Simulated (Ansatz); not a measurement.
In doubt: masses and optical values from hybrid runs of this build are listed as unsure (in some of the runs), which bears on the screening that GW takes from such a start.

The crystal is SnO2 (2H monolayer).

The cell holds 3 atoms: 1 Sn and 2 O. Cell: a = 3.063 Å, b = 3.063 Å, c = 28.100 Å, α = 90.0°, β = 90.0°, γ = 120.0°. Vacuum lies along c.

```
Sn O
1.0
     3.06337    0.00000    0.00000
    -1.53168    2.65295    0.00000
     0.00000    0.00000   28.10000
Sn O
1 2
Direct
  0.33333 0.66667 0.50000
  0.66667 0.33333 0.54345
  0.66667 0.33333 0.45655
```

The structure was relaxed with PBEsol. The runs that relaxed it are not among those shown.

Gaps computed with Ansatz 0.2.0 without a self-energy: HSE06 2.03 eV, r2SCAN 1.11 eV and PBE0 2.76 eV.

Question: Estimate the G0W0@HSE06 gap with 6×6×1 mesh, 205 empty bands, screening to 54 eV, PAW set soft_1 files.

About 3.35 eV: on its mesh the run moves the gap from 2.03 eV by +1.32 eV. Among the scalar-relativistic levels given, PBE0 is nearest (−0.59 eV). Bands and cutoff are finite, so the gap is not at the basis limit. The miss can reach some tenths of an eV and take either sign; the mesh is an error of its own. The mesh in the plane is coarse for a sheet; gap and any exciton binding can still move on denser ones. The many-body steps are scalar-relativistic: spin-orbit coupling is not in them.

[Paths, hosts, dates, memory and timing lines, banners, echoed tables and standing remarks are left out of the program output.]

[Logs are printed without paths, hosts, clocks, repeated set-up lines and the standing remarks that a program may print on its own settings, such as how far it seeks lower states.]

[Runs of the session that timed out or met a known fault of the program may be left out.]

[Cells called generated may have been cut or substituted from an entry of the Crystallography Open Database or the Materials Project.]

[Hosts, paths, dates, database ids (printed as entryN), source tags and the programs' standing remarks are cut or masked in the printed files.]
